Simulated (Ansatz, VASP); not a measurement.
# Two plane-wave programs on SiC (Moissanite 3C)

```xyz
2
Lattice="0.0000 2.1790 2.1790 2.1790 0.0000 2.1790 2.1790 2.1790 0.0000" Properties=species:S:1:pos:R:3 pbc="T T T"
Si    0.0000    0.0000    0.0000
C     1.0895    1.0895    1.0895
```

Alike in both runs: task single point; functional PBE; k mesh 4 × 4 × 4; no spin polarisation.

```csv
,VASP,Ansatz
version,VASP 6.6.1,Ansatz 0.2.0
potentials or method,"VASP PAW PBE potentials, release 64 (Si, C)","plane waves, PAW"
plane-wave cutoff (eV),520,420
occupations,"gaussian, width 0.01 eV",fixed
valence electrons in the cell,8,8
```

```csv
,VASP,Ansatz,Ansatz less VASP
gap on the k mesh at the Fermi level (eV),1.31,1.31,+0.003
```

Caveats: the k mesh is coarse (spacing up to 0.62 Å⁻¹), so the values aren't converged. A hybrid or GW would open this gap; PBE tends to underestimate it. A k mesh can miss the band edges.
